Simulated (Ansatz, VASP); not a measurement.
**One calculation of HfC, two programs**

```
Hf C
1.0
     0.00000    2.32500    2.32500
     2.32500    0.00000    2.32500
     2.32500    2.32500    0.00000
Hf C
1 1
Direct
  0.50000 0.50000 0.50000
  0.00000 0.00000 0.00000
```

Alike in both runs: task relaxation of cell and atoms; functional BLYP; k mesh 10 × 10 × 10; occupations fermi-dirac, width 0.05 eV; no spin polarisation.

```csv
,VASP,Ansatz
version,VASP 6.6.1,Ansatz 0.2.0
potentials or method,"VASP PAW PBE potentials, release 64 (Hf_pv, C)",Ansatz PAW
plane-wave cutoff (eV),600,420
valence electrons in the cell,14,30
```

VASP gave:

```
gap on the k mesh at the Fermi level, each at its own relaxed structure (eV) : none
relaxed volume (Å³/atom)                                                     : 12.98
relaxed cell length with the largest relative difference (Å)                 : 3.323
energy change over the relaxation (meV/atom)                                 : -9
```

Q: What did Ansatz give for the same quantities?

A: gap on the k mesh at the Fermi level, each at its own relaxed structure (eV): none; relaxed volume (Å³/atom): 12.98; relaxed cell length with the largest relative difference (Å): 3.324; energy change over the relaxation (meV/atom): -9.

A gap of «none» marks a metal or a gap that the smearing closes. The two sets of potentials don't hold the same shells in valence.

Caveats: the PAW data sets were made with another functional, which shifts forces and pressure a little (VASP); the plane-wave basis is chosen anew once the cell has moved, so the energies of steps on either side of that aren't comparable (Ansatz); the PAW data sets come from PBE, with cores solved anew for the run's functional, which leaves a small shift of forces and pressure (Ansatz). Zero-point motion and thermal expansion aren't in these numbers. BLYP gives volumes clearly too large for solids.
